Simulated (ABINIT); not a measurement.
The system is BAs.

```
As B
1.0
     0.00000    2.38850    2.38850
     2.38850    0.00000    2.38850
     2.38850    2.38850    0.00000
As B
1 1
Cartesian
  3.5827 3.5827 3.5827
  0.0000 0.0000 0.0000
```

Base run:

```yaml
Program: ABINIT 10.8.3 (patched build)
Functional: PBE
Potentials_or_basis: PseudoDojo NC SR PBE v0.4.1 standard
Cutoff: 1143 eV
k_mesh: 8 × 8 × 8
Occupations: fermi-dirac, width 0.05 eV
Spin: no spin polarisation
```

Its results: band gap on the k mesh 1.21 eV, indirect (least direct gap 3.29 eV); pressure 2.7 GPa.

Question: The run is repeated on the same cell with these changes: functional from PBE to PBEsol; potentials or basis from PseudoDojo NC SR PBE v0.4.1 standard to PseudoDojo NC SR PBEsol v0.4.1 standard; cutoff from 1143 eV to 1034 eV. What comes out?

Answer: Band gap on the k mesh 1.11 eV, indirect (least direct gap 3.25 eV); pressure -2.1 GPa.

A k mesh can miss the band edges.
